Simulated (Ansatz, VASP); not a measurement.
# One calculation of MoS2, two programs

```
Mo S
1.0
     3.31133    0.00000    0.00000
    -1.65567    2.86770    0.00000
     0.00000    0.00000    6.47651
Mo S
1 2
Direct
  0.00000 0.00000 0.50000
  0.33333 0.66667 0.25532
  0.66667 0.33333 0.74468
```

Measurements of this composition are mostly on another form, of space group No. 194.

Alike in both runs: task single point; functional PBEsol; k mesh 10 × 10 × 5; no spin polarisation.

|  | VASP | Ansatz |
| --- | --- | --- |
| version | VASP 6.6.1 | Ansatz 0.2.0 |
| potentials or method | VASP PAW PBE potentials, release 64 (Mo_sv, S) | plane waves, PAW |
| plane-wave cutoff (eV) | 520 | 450 |
| occupations | methfessel-paxton of order 1, width 0.1 eV | methfessel-paxton of order 1 |
| valence electrons in the cell | 26 | 26 |

Ansatz gave:

| Property | Result |
| --- | --- |
| pressure (GPa) | -11.6 |
| largest component of the traceless stress (GPa) | 1.69 |

**Question.** What did VASP give for the same quantities?

**Answer.** Pressure (GPa): -11.5; largest component of the traceless stress (GPa): 1.72.

Caveats: the PAW data sets were made with another functional, which shifts forces and pressure a little (VASP); this functional lacks dispersion, which binds the layers, so the pressure and a relaxed spacing across them are unreliable.
